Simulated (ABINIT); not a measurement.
TiC:

```
CELL_PARAMETERS angstrom
0.00000 2.16572 2.16572
2.16572 0.00000 2.16572
2.16572 2.16572 0.00000
ATOMIC_POSITIONS crystal
Ti 0.00000 0.00000 0.00000
C 0.50000 0.50000 0.50000
```

The cell is a database's computed one.

```yaml
Program: ABINIT 10.8.3 (patched build)
Task: relaxation of cell and atoms
Functional: PBEsol
Potentials_or_basis: PseudoDojo NC SR PBEsol v0.4.1 standard
Cutoff: 1143 eV
k_mesh: 8 × 8 × 8
Occupations: fermi-dirac, width 0.05 eV
Spin: no spin polarisation
```

At the start: pressure -6.5 GPa; volume 10.16 Å³/atom.

**Question.** How do energy, volume and symmetry change on relaxing?

**Answer.** Over 4 steps the energy falls by 5.3 meV/atom and the volume is 9.90 Å³/atom (-2.5 %); space group Fm-3m (No. 225, to 0.05 Å).

Step by step:
```tsv
step	energy change (eV)	largest force (eV/Å)	pressure (GPa)	volume (Å³)
1	0.0000	0.0000	-6.48	20.32
2	-0.0100	0.0000	-1.49	19.92
3	-0.0106	0.0000	0.05	19.80
4	-0.0106	0.0000	0.00	19.80
```

Final structure:
```xyz
2
Lattice="0.0000 2.1474 2.1474 2.1474 0.0000 2.1474 2.1474 2.1474 0.0000" Properties=species:S:1:pos:R:3 pbc="T T T"
Ti    0.0000    0.0000    0.0000
C     2.1474    2.1474    2.1474
```
